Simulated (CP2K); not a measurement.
# Mo in CP2K: convergence with r cutoff

Input of the first run (r cutoff 6); the others differ in this setting and in those tied to it:

The input mo_converge.inp:

```
&GLOBAL
  PROJECT mo_converge
  RUN_TYPE ENERGY_FORCE
  PRINT_LEVEL LOW
&END GLOBAL
&FORCE_EVAL
  METHOD QS
  STRESS_TENSOR ANALYTICAL
  &DFT
    BASIS_SET_FILE_NAME BASIS_MOLOPT_UZH
    POTENTIAL_FILE_NAME POTENTIAL_UZH
    &MGRID
      CUTOFF 450
      REL_CUTOFF 60
      NGRIDS 4
    &END MGRID
    &QS
      METHOD GPW
      EPS_DEFAULT 1.0E-9
    &END QS
    &KPOINTS
      SCHEME MONKHORST-PACK 9 8 9
      GAMMA_CENTERED T
      SYMMETRY T
      SYMMETRY_BACKEND SPGLIB
    &END KPOINTS
    &SCF
      SCF_GUESS ATOMIC
      EPS_SCF 1.0E-6
      MAX_SCF 100
      ADDED_MOS 11
      CHOLESKY OFF
      EPS_EIGVAL 1.0E-7
      &DIAGONALIZATION ON
        ALGORITHM STANDARD
      &END DIAGONALIZATION
      &MIXING ON
        METHOD BROYDEN_MIXING
        ALPHA 0.4
        BETA 1.5
        NBUFFER 8
      &END MIXING
      &SMEAR ON
        METHOD FERMI_DIRAC
        ELECTRONIC_TEMPERATURE [K] 580.226
      &END SMEAR
    &END SCF
    &XC
      &XC_FUNCTIONAL
        &GGA_X_RPBE
        &END GGA_X_RPBE
        &GGA_C_PBE
        &END GGA_C_PBE
      &END XC_FUNCTIONAL
      &VDW_POTENTIAL
        POTENTIAL_TYPE PAIR_POTENTIAL
        &PAIR_POTENTIAL
          TYPE DFTD3(BJ)
          REFERENCE_FUNCTIONAL RPBE
          PARAMETER_FILE_NAME dftd3.dat
          R_CUTOFF 6
        &END PAIR_POTENTIAL
      &END VDW_POTENTIAL
    &END XC
    &PRINT
      &KPOINTS ON
      &END KPOINTS
      &MULLIKEN ON
      &END MULLIKEN
      &MO ON
        ENERGIES T
        OCCUPATION_NUMBERS T
        &EACH
          QS_SCF 0
        &END EACH
        ADD_LAST NUMERIC
      &END MO
    &END PRINT
  &END DFT
  &SUBSYS
    &CELL
      ABC 2.7413783729 2.9873292754 2.9376800776
      ALPHA_BETA_GAMMA 60.5846657057 54.7953169809 59.6340659563
      PERIODIC XYZ
    &END CELL
    &COORD
      SCALED
      Mo  -0.0025160000 -0.0037580000 0.0062980000
    &END COORD
    &KIND Mo
      BASIS_SET DZVP-MOLOPT-PBE-GTH-q14
      POTENTIAL GTH-PBE-q14
    &END KIND
    &PRINT
      &ATOMIC_COORDINATES ON
      &END ATOMIC_COORDINATES
      &CELL ON
      &END CELL
    &END PRINT
  &END SUBSYS
  &PRINT
    &FORCES ON
    &END FORCES
    &STRESS_TENSOR ON
    &END STRESS_TENSOR
  &END PRINT
&END FORCE_EVAL
```

Potentials or basis: POTENTIAL_UZH Mo GTH-PBE-q14; DZVP-MOLOPT-PBE-GTH basis.

Command:

```console
$ OMP_NUM_THREADS=1 cp2k.psmp -i mo_converge.inp -o mo_converge.out
```

The cell isn't the ideal one: cell strained at random at fixed volume.

This isn't the form of Mo at room conditions, which is bcc.

Hardware: 1 thread of Arm Neoverse V1, with other jobs on the host.

```
r cutoff  energy less the tightest run, at zero smearing (meV/atom)  pressure (GPa)  SCF cycles  CPU time (s)  peak memory (GiB)
       6                                                      16.72          -38.71          11            72               0.26
       8                                                       6.57          -38.92          11            72               0.26
      10                                                       3.25          -38.99          11            70               0.26
      13                                                       1.39          -39.03          11            71               0.26
      17                                                       0.55          -39.04          11            73               0.26
      22                                                       0.19          -39.05          11            72               0.26
      30                                                       0.00          -39.06          11            72               0.27
```

Against the tightest run, the energy stays within 1 meV/atom from 17 on; the pressure stays within 0.1 GPa from 10 on. The tightest run that finished is the yardstick and may itself not be fully converged.

Caveat, for the tightest run too: the potentials were made for another functional, which shifts forces and pressure; the basis of atomic orbitals isn't converged, which shifts pressures, moduli and gaps; pairwise dispersion overbinds metals, which lowers pressure and volume.
